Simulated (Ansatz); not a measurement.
# Au: one input, then a changed one

The cell is COD entry 1545302, as deposited and not checked against the literature; nothing was relaxed.

First run: DFT, PBE, PAW with Ansatz's default frozen-core files, fully relativistic files with spin-orbit coupling (Ansatz 0.2.0).

Command: `ansatz run input.yaml --threads 1 --pin off --max-ram 2048MiB --backend cpu --events-out ev --progress --plain --runs-dir out` The run took 46 s on 1 thread of Arm Neoverse V1, with other jobs on the host, peak memory 0.66 GiB.

```yaml
crystal:
  lattice:
    - [2.8999984104, 0.0, 0.0]
    - [-1.4499992052, 2.5114722944, 0.0]
    - [0.0, 0.0, 4.88]
  atoms:
    - { symbol: Au, position: [0.3333333333, 0.6666666667, 0.75] }
    - { symbol: Au, position: [0.6666666667, 0.3333333333, 0.25] }
kpoints:
  mp_grid: { grid: [14, 14, 8] }
  band_path:
    path:
      - [0.0, 0.0, 0.0]
      - [0.5, 0.0, 0.0]
      - [0.3333333333, 0.3333333333, 0.0]
      - [0.0, 0.0, 0.0]
      - [0.0, 0.0, 0.5]
      - [0.5, 0.0, 0.5]
      - [0.3333333333, 0.3333333333, 0.5]
      - [0.0, 0.0, 0.5]
      - [0.5, 0.0, 0.5]
    npoints: 5
scf:
  occupations: { method: fermi_dirac, width: 0.03 }
hamiltonian:
  xc: pbe
  pseudopotentials: { kind: paw_fr }
output:
  forces: true
  stress: true
  eigenvalues: true
  efg: { contact_densities: true }
magnetization:
  noncollinear: true
  spin_orbit: true
```

Result: converged; pressure 0.37 GPa; no gap on the k mesh; 8 SCF iterations.

The input is then changed:

```diff
@@ -8,5 +8,5 @@
     - { symbol: Au, position: [0.6666666667, 0.3333333333, 0.25] }
 kpoints:
-  mp_grid: { grid: [14, 14, 8] }
+  mp_grid: { grid: [21, 21, 12] }
   band_path:
     path:
@@ -24,5 +24,5 @@
   occupations: { method: fermi_dirac, width: 0.03 }
 hamiltonian:
-  xc: pbe
+  xc: pbesol
   pseudopotentials: { kind: paw_fr }
 output:
@@ -34,3 +34,5 @@
   noncollinear: true
   spin_orbit: true
+basis:
+  xc_grid: 1
```

(1) Predict the outcome of the changed run.

Results:

(1) It converged; pressure -7.94 GPa; no gap on the k mesh; 8 SCF iterations.
